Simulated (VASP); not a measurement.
# Cr (Fmmm) in VASP: notebook

Runs on Cr. Level: r2SCAN. Tasks: single point, relaxation of cell and atoms.

Program: VASP 6.6.1. These are calculated values, not measurements. Logs are shortened: lines on timing, memory, paths and dates and some standing lists are left out, and cuts for length are marked.

## (1) Starting point

Symmetry: Fmmm, No. 69, orthorhombic system. The conventional cell has a = 2.760 Å, b = 3.972 Å, c = 8.611 Å, α = 90.00°, β = 90.00°, γ = 90.00°. Around Cr (site symmetry mm2) lie 7 Cr at 2.26 to 2.47 Å.

The cell was built by a generator and needn't be a form met in nature.

## (2) Single point, r2SCAN

POSCAR reads:

```
Cr
1.0
    0.0000000000      1.9861992266      4.3056529922
    1.3797504806      0.0000000000      4.3056529922
    1.3797504806      1.9861992266      0.0000000000
Cr
2
Direct
    0.1310342095      0.1310342095      0.8689657905
    0.8689657905      0.8689657905      0.1310342095
```

INCAR.step1 reads:

```
SYSTEM = Cr
PREC = Accurate
ENCUT = 520
ISMEAR = 0
SIGMA = 0.1
LREAL = .False.
LASPH = .True.
NELM = 60
NBANDS = 19
GGA = PE
ALGO = Normal
EDIFF = 1E-4
LWAVE = .True.
LCHARG = .False.
```

INCAR.step2 reads:

```
SYSTEM = Cr
PREC = Accurate
ENCUT = 520
EDIFF = 1E-6
ISMEAR = 0
SIGMA = 0.1
LREAL = .False.
LASPH = .True.
NELM = 60
ALGO = Normal
ISIF = 2
LWAVE = .False.
LCHARG = .True.
METAGGA = R2SCAN
LMIXTAU = .True.
LELF = .True.
LVHAR = .True.
NBANDS = 19
ISTART = 1
```

KPOINTS reads:

```
Automatic mesh
0
Gamma
  8 8 8
  0 0 0
```

Potentials or basis: VASP PAW PBE potentials, release 64 (Cr_pv).

Started as:

```
cat potpaw_PBE.64/Cr_pv/POTCAR > POTCAR
cp INCAR.step1 INCAR
mpirun -np 1 vasp_std > vasp.out
cp INCAR.step2 INCAR
mpirun -np 1 vasp_std > vasp.out
```

OUTCAR:

```text
SYSTEM = Cr
   PREC = Accurate
   ENCUT = 520
   EDIFF = 1E-6
   ISMEAR = 0
   LREAL = .False.
   LASPH = .True.
   NELM = 60
   ISIF = 2
   METAGGA = R2SCAN
   ISTART = 1

 ion  position               nearest neighbor table
   1  0.131  0.131  0.869-   2 2.26   2 2.47   2 2.47   2 2.85   2 2.85
   2  0.869  0.869  0.131-   1 2.26   1 2.47   1 2.47   1 2.85   1 2.85

  LATTYP: Found a face centered orthorhombic cell.
 ALAT       =     2.7595009612
 B/A-ratio  =     1.4395350859
 C/A-ratio  =     3.1206026399

  Lattice vectors:

 A1 = (   0.0000000000,   1.9861992266,   4.3056529922)
 A2 = (   1.3797504806,   0.0000000000,   4.3056529922)
 A3 = (   1.3797504806,   1.9861992266,   0.0000000000)

Analysis of symmetry for initial positions (statically):
=====================================================================
 Subroutine PRICEL returns:
 Original cell was already a primitive cell.

 Routine SETGRP: Setting up the symmetry group for a
 face centered orthorhombic supercell.

 Subroutine GETGRP returns: Found  8 space group operations
 (whereof  8 operations were pure point group operations)
 out of a pool of  8 trial point group operations.

The static configuration has the point symmetry D_2h.

Analysis of symmetry for dynamics (positions and initial velocities):
=====================================================================
 Subroutine PRICEL returns:
 Original cell was already a primitive cell.

 Routine SETGRP: Setting up the symmetry group for a
 face centered orthorhombic supercell.

 Subroutine GETGRP returns: Found  8 space group operations
 (whereof  8 operations were pure point group operations)
 out of a pool of  8 trial point group operations.

The dynamic configuration has the point symmetry D_2h.

 Subroutine INISYM returns: Found  8 space group operations
 (whereof  8 operations are pure point group operations),
 and found     1 'primitive' translations

----------------------------------------------------------------------------------------

                                     Primitive cell

  volume of cell :      23.5989

  direct lattice vectors                    reciprocal lattice vectors
     0.000000000  1.986199227  4.305652992    -0.362384364  0.251737083  0.116126404
     1.379750481  0.000000000  4.305652992     0.362384364 -0.251737083  0.116126404
     1.379750481  1.986199227  0.000000000     0.362384364  0.251737083 -0.116126404

  length of vectors
     4.741691160  4.521322713  2.418408311     0.456266729  0.456266729  0.456266729

  position of ions in fractional coordinates (direct lattice)
     0.131034210  0.131034210  0.868965790
     0.868965790  0.868965790  0.131034210

  ion indices of the primitive-cell ions
   primitive index   ion index
                 1           1
                 2           2

----------------------------------------------------------------------------------------

 KPOINTS: Automatic mesh

Automatic generation of k-mesh.
 Grid dimensions read from file:
 generate k-points for:    8    8    8

 Generating k-lattice:

  Cartesian coordinates                     Fractional coordinates (reciprocal lattice)
    -0.045298045  0.031467135  0.014515801     0.125000000  0.000000000  0.000000000
     0.045298045 -0.031467135  0.014515801    -0.000000000  0.125000000 -0.000000000
     0.045298045  0.031467135 -0.014515801     0.000000000  0.000000000  0.125000000

  Length of vectors
     0.057033341  0.057033341  0.057033341

  Shift w.r.t. Gamma in fractional coordinates (k-lattice)
     0.000000000  0.000000000  0.000000000

 Subroutine IBZKPT returns following result:
 ===========================================

 Found     95 irreducible k-points:

 Following reciprocal coordinates:
            Coordinates               Weight
  0.000000  0.000000  0.000000      1.000000
  0.125000  0.000000  0.000000      8.000000
  0.250000  0.000000  0.000000      8.000000
  0.375000 -0.000000 -0.000000      8.000000
  0.500000  0.000000  0.000000      4.000000
  0.125000  0.125000  0.000000      2.000000
[... 16 lines left out ...]
  0.250000  0.000000  0.125000      8.000000
  0.375000 -0.000000  0.125000      8.000000
 [... further k-points ...]
   k-points           NKPTS =     95   k-points in BZ     NKDIM =     95   number of bands    NBANDS=     19
   number of dos      NEDOS =    301   number of ions     NIONS =      2
   total plane-waves  NPLWV =  23328
   dimension x,y,z NGX =    36 NGY =   36 NGZ =   18
   dimension x,y,z NGXF=    72 NGYF=   72 NGZF=   36
   ions per type =               2
   NGX,Y,Z   is equivalent  to a cutoff of  12.62, 13.24, 12.37 a.u.
   NGXF,Y,Z  is equivalent  to a cutoff of  25.24, 26.47, 24.75 a.u.
 SYSTEM =  Cr
   PREC   = accura    normal or accurate (medium, high low for compatibility)
   ISTART =      1    job   : 0-new  1-cont  2-samecut
   ICHARG =      0    charge: 1-file 2-atom 10-const
   ISPIN  =      1    spin polarized calculation?
   LNONCOLLINEAR =      F non collinear calculations
   LSORBIT =      F    spin-orbit coupling
   LASPH  =      T    aspherical Exc in radial PAW
   ENCUT  =  520.0 eV  38.22 Ry    6.18 a.u.   8.82  8.41  4.50*2*pi/ulx,y,z
   NELM   =     60;   NELMIN=  2; NELMDL=  0     # of ELM steps
   EDIFF  = 0.1E-05   stopping-criterion for ELM
   LREAL  =      F    real-space projection
   EDIFFG = 0.1E-04   stopping-criterion for IOM
   NSW    =      0    number of steps for IOM
   IBRION =     -1    ionic relax: 0-MD 1-quasi-New 2-CG
   NFREE  =      0    steps in history (QN), initial steepest desc. (CG)
   ISIF   =      2    stress and relaxation
   ISYM   =      2    0-nonsym 1-usesym 2-fastsym
   POTIM  = 0.5000    time-step for ionic-motion
   TEBEG  =    0.0;   TEEND  =   0.0 temperature during run
   PSTRESS=    0.0 pullay stress
   NELECT =      24.0000    total number of electrons
   NUPDOWN=      -1.0000    fix difference up-down
   EMIN   =  10.00;   EMAX   =-10.00  energy-range for DOS
   EFERMI =   0.00;   METHOD = LEGACY
   ISMEAR =     0;   SIGMA  =   0.10  broadening in eV -4-tet -1-fermi 0-gaus
   EFERMI_NEDOS =   21; number of points for ismear=-14 and -15
   IALGO  =     38    algorithm
   IMIX   =      4    mixing-type and parameters
     AMIX     =   0.40;   BMIX     =  1.00
     AMIX_MAG =   1.60;   BMIX_MAG =  1.00
  volume/ion in A,a.u.               =      11.80        79.63
  Fermi-wavevector in a.u.,A,eV,Ry     =   1.646321  3.111095 36.876850  2.710372
  Thomas-Fermi vector in A             =   2.735969
   LORBIT       =      0    0 simple, 1 ext, 2 COOP (PROOUT), +10 PAW based schemes
   METAGGA = R2SCAN    functional components
   LHFCALC =     F    Hartree Fock is set to
   AEXX    =    0.0000 exact exchange contribution
   IVDW    =     0    specifies the selected vdW correction
   LEPSILON=     F    determine dielectric tensor
   LRPA    =     F    only Hartree local field effects (RPA)
 non-spin polarized calculation
 Gauss-broadening in eV      SIGMA  =   0.10
  energy-cutoff  :      520.00
  volume of cell :       23.60
 maximum number of plane-waves:       656
   NGX = 17   NGY = 17   NGZ =  9

 number of electron      23.9999995 magnetization

 Free energy of the ion-electron system (eV)
  ---------------------------------------------------
  ext. energy  EPLUGINS =         0.00000000
  ---------------------------------------------------
  free energy    TOTEN  =       -28.56152064 eV

  energy without entropy =      -28.55219803  energy(sigma->0) =      -28.55685934

 E-fermi :  10.6925     XC(G=0): -14.7518

 val. band max:       10.6750194838   @ k =   0.3750   0.2500   0.1250
 cond. band min:      10.7062913212   @ k =   0.3750   0.1250   0.2500
 fundamental gap:      0.0312718374
 Fermi energy:        10.6925132448

 k-point     1 :       0.0000    0.0000    0.0000
  band No.  band energies     occupation
      1     -34.6110      2.00000
      2     -33.6553      2.00000
      3     -33.5904      2.00000
      4     -33.4596      2.00000
      5     -33.3990      2.00000
      6     -33.3947      2.00000
[... 11 lines left out ...]
     18      13.0308      0.00000
     19      14.1359      0.00000

 k-point     2 :       0.1250    0.0000    0.0000
  band No.  band energies     occupation
      1     -34.5674      2.00000
      2     -33.7426      2.00000
      3     -33.6759      2.00000
      4     -33.5069      2.00000
      5     -33.4500      2.00000
      6     -33.4044      2.00000
[... 11 lines left out ...]
     18      13.7391      0.00000
     19      14.1502      0.00000

 k-point     3 :       0.2500    0.0000    0.0000
  band No.  band energies     occupation
      1     -34.4650      2.00000
      2     -34.0218      2.00000
      3     -33.9268      2.00000
      4     -33.5592      2.00000
      5     -33.5063      2.00000
      6     -33.4283      2.00000
[... 11 lines left out ...]
     18      14.1243      0.00000
     19      14.1876      0.00000

 k-point     4 :       0.3750   -0.0000   -0.0000
  band No.  band energies     occupation
      1     -34.4147      2.00000
      2     -34.3234      2.00000
      3     -34.1157      2.00000
      4     -33.6135      2.00000
      5     -33.5202      2.00000
      6     -33.4633      2.00000
[... 11 lines left out ...]
     18      14.1234      0.00000
     19      14.1783      0.00000

 k-point     5 :       0.5000    0.0000    0.0000
  band No.  band energies     occupation
      1     -34.4592      2.00000
      2     -34.4428      2.00000
      3     -34.1260      2.00000
      4     -33.6399      2.00000
      5     -33.5189      2.00000
      6     -33.4848      2.00000
[... 11 lines left out ...]
     18      14.1369      0.00000
     19      14.6215      0.00000
[... 334 lines left out ...]
      2     -33.9079      2.00000
      3     -33.7239      2.00000
      4     -33.5206      2.00000
      5     -33.4602      2.00000
      6     -33.3941      2.00000
[... 11 lines left out ...]
     18      13.5700      0.00000
     19      14.1839      0.00000

 k-point    22 :       0.1250    0.0000    0.1250
  band No.  band energies     occupation
      1     -34.5700      2.00000
      2     -33.7126      2.00000
      3     -33.6458      2.00000
      4     -33.6230      2.00000
      5     -33.5324      2.00000
      6     -33.3848      2.00000
[... 11 lines left out ...]
     18      14.0845      0.00000
     19      14.1364      0.00000

 k-point    23 :       0.2500    0.0000    0.1250
  band No.  band energies     occupation
      1     -34.4989      2.00000
      2     -33.9367      2.00000
      3     -33.8991      2.00000
      4     -33.6317      2.00000
      5     -33.5931      2.00000
      6     -33.3892      2.00000
[... 11 lines left out ...]
     18      14.1327      0.00000
     19      14.1903      0.00000

 k-point    24 :       0.3750   -0.0000    0.1250
  band No.  band energies     occupation
      1     -34.4226      2.00000
      2     -34.2424      2.00000
      3     -34.1384      2.00000
      4     -33.6629      2.00000
      5     -33.6061      2.00000
      6     -33.4216      2.00000
[... 11 lines left out ...]
     18      14.1295      0.00000
     19      14.1877      0.00000

 [... further k-points ...]

------------------------ aborting loop because EDIFF is reached ----------------------------------------

  FORCE on cell =-STRESS in cart. coord.  units (eV):
  Direction    XX          YY          ZZ          XY          YZ          ZX
  --------------------------------------------------------------------------------------
  -------------------------------------------------------------------------------------
  Total        0.0885540      0.0914985      0.1823375      0.0000000      0.0000000      0.0000000
  in kB        6.0121032      6.2120075     12.3792441      0.0000000      0.0000000      0.0000000
  external PRESSURE =       8.2011183 kB  Pullay stress =       0.0000000 kB

 VOLUME and BASIS-vectors are now :
 -----------------------------------------------------------------------------
  energy-cutoff  :      520.00
  volume of cell :       23.60
      direct lattice vectors                 reciprocal lattice vectors
     0.000000000  1.986199227  4.305652992    -0.362384364  0.251737083  0.116126404
     1.379750481  0.000000000  4.305652992     0.362384364 -0.251737083  0.116126404
     1.379750481  1.986199227  0.000000000     0.362384364  0.251737083 -0.116126404

 POSITION                                       TOTAL-FORCE (eV/Angst)
 -----------------------------------------------------------------------------------
      1.37975      1.98620      1.12838         0.000000      0.000000      0.026539
      1.37975      1.98620      7.48293         0.000000      0.000000     -0.026539
 -----------------------------------------------------------------------------------
    total drift:                                0.000000      0.000000      0.000000

  FREE ENERGIE OF THE ION-ELECTRON SYSTEM (eV)
  ---------------------------------------------------
  free  energy   TOTEN  =       -28.5615206415 eV

  energy  without entropy=      -28.5521980304  energy(sigma->0) =      -28.55685934
```

It took 1.8 min on 1 thread of Intel Xeon Platinum 8488C (Sapphire Rapids), shared host; peak memory 0.19 GiB.

What came out:

| Item | Value |
| --- | --- |
| Free energy | -28.5615 eV |
| Pressure | 0.8 GPa |
| Largest force | 0.027 eV/Å |
| Band gap on the k mesh | none (metal or under the smearing width) |

Forces in eV/Å, atoms in the order of the input:
```
Cr   0.000  0.000  0.027
Cr   0.000  0.000 -0.027
```

Levels at points of the mesh, in eV from the Fermi level:
```csv
k point,band 8,band 9,band 10,band 11,band 12,band 13,band 14,band 15,band 16,band 17
"(0.00, 0.00, 0.00)",-3.99,-2.36,-1.93,-1.63,-0.07,0.93,0.95,1.32,1.33,1.49
"(0.50, 0.00, 0.00)",-4.18,-2.82,-2.68,-0.62,0.16,0.85,1.95,2.24,2.36,3.44
"(0.50, 0.50, 0.00)",-6.16,-2.95,-2.33,-1.18,-0.58,-0.18,1.09,1.22,1.29,2.49
"(0.50, 0.00, 0.50)",-4.45,-3.48,-0.99,-0.43,0.24,1.34,1.46,2.96,3.04,3.10
"(0.00, 0.50, 0.50)",-3.35,-2.91,-2.64,-1.83,-0.49,1.81,2.32,2.86,3.14,3.44
```

Caveat: the PAW data sets were made with another functional, which shifts forces and pressure a little; the run has no spin polarisation, though such a crystal can be magnetic.

## (3) Relaxation of cell and atoms, r2SCAN

POSCAR reads:

```
Cr
1.0
    0.0000000000      1.9632256951      4.3367372682
    1.3844520235      0.0000000000      4.3367372682
    1.3844520235      1.9632256951      0.0000000000
Cr
2
Direct
    0.1308788568      0.1308788568      0.8691211432
    0.8691211432      0.8691211432      0.1308788568
```

INCAR.step1 reads:

```
SYSTEM = Cr
ALGO = Normal ; EDIFF = 1E-4
ENCUT = 600 ; GGA = PE
ISMEAR = 0 ; LASPH = .True.
LCHARG = .False. ; LREAL = .False.
LWAVE = .True. ; NELM = 60
PREC = Accurate ; SIGMA = 0.1
```

INCAR.step2 reads:

```
SYSTEM = Cr
ALGO = Normal ; EDIFF = 1E-6
EDIFFG = -0.04 ; ENCUT = 600
IBRION = 2 ; ISIF = 3
ISMEAR = 0 ; ISTART = 1
LASPH = .True. ; LCHARG = .False.
LMIXTAU = .True. ; LREAL = .False.
LWAVE = .False. ; METAGGA = R2SCAN
NELM = 60 ; NSW = 90
PREC = Accurate ; SIGMA = 0.1
```

KPOINTS reads:

```
k-points
0
Gamma
  8 8 8
  0 0 0
```

Potentials or basis: VASP PAW PBE potentials, release 64 (Cr_pv).

Started as:

```
cat potpaw_PBE.64/Cr_pv/POTCAR > POTCAR
cp INCAR.step1 INCAR
mpirun -np 1 vasp_std > vasp.out
cp INCAR.step2 INCAR
mpirun -np 1 vasp_std > vasp.out
```

Run time: 11 min. Hardware: 1 thread of Intel Xeon Platinum 8488C (Sapphire Rapids), shared host; peak memory 0.21 GiB.

Results (log left out):

```
Free energy                            : -28.5623 eV
Relaxed volume                         : 11.83 Å³/atom
Relaxed cell                           : a = 4.756 Å, b = 4.537 Å, c = 2.416 Å, α = 80.01°, β = 69.98°, γ = 30.02°
Space group after relaxing (to 0.05 Å) : Fmmm (No. 69)
Energy gained by relaxing              : 0.7 meV/atom
Ionic steps                            : 6
Pressure after relaxing                : 0.2 GPa
Largest force after relaxing           : 0.004 eV/Å
Band gap on the k mesh                 : none (metal or under the smearing width)
```

Forces in eV/Å, atoms in the order of the input:
```
Cr   0.000  0.000  0.004
Cr   0.000  0.000 -0.004
```

Stress tensor (GPa, compression positive):
```
0.27 0.00 0.00
0.00 0.22 0.00
0.00 0.00 0.03
```

The path:
| step | energy change (eV) | largest force (eV/Å) | pressure (GPa) | volume (Å³) |
| --- | --- | --- | --- | --- |
| 1 | 0.0000 | 0.0139 | 0.91 | 23.57 |
| 2 | -0.0003 | 0.0132 | -1.37 | 23.80 |
| 3 | -0.0006 | 0.0129 | -0.46 | 23.71 |
| 4 | -0.0012 | 0.0038 | -0.20 | 23.69 |
| 5 | -0.0013 | 0.0006 | -0.09 | 23.68 |
| 6 | -0.0014 | 0.0038 | 0.17 | 23.65 |

Final structure:
```
Cr
1.0
     0.00000    1.98351    4.32244
     1.37929    0.00000    4.32244
     1.37929    1.98351    0.00000
Cr
2
Direct
  0.13108 0.13108 0.86892
  0.86892 0.86892 0.13108
```

Levels at points of the mesh, in eV from the Fermi level:
```tsv
k point	band 8	band 9	band 10	band 11	band 12	band 13	band 14	band 15	band 16
(0.00, 0.00, 0.00)	-4.00	-2.37	-1.94	-1.65	-0.13	0.95	0.96	1.33	1.35
(0.50, 0.00, 0.00)	-4.17	-2.83	-2.68	-0.62	0.14	0.87	1.95	2.23	2.35
(0.50, 0.50, 0.00)	-6.17	-2.96	-2.33	-1.20	-0.62	-0.14	1.10	1.24	1.29
(0.50, 0.00, 0.50)	-4.43	-3.49	-0.99	-0.42	0.25	1.38	1.41	2.97	3.04
(0.00, 0.50, 0.50)	-3.36	-2.91	-2.63	-1.80	-0.47	1.78	2.28	2.88	3.14
```

Caveat: the PAW data sets were made with another functional, which shifts forces and pressure a little; the run has no spin polarisation, though such a crystal can be magnetic. Spin polarisation is off, so any magnetic state and its effect on volume and gap are missing.

(Continued in part 2 of 2.)
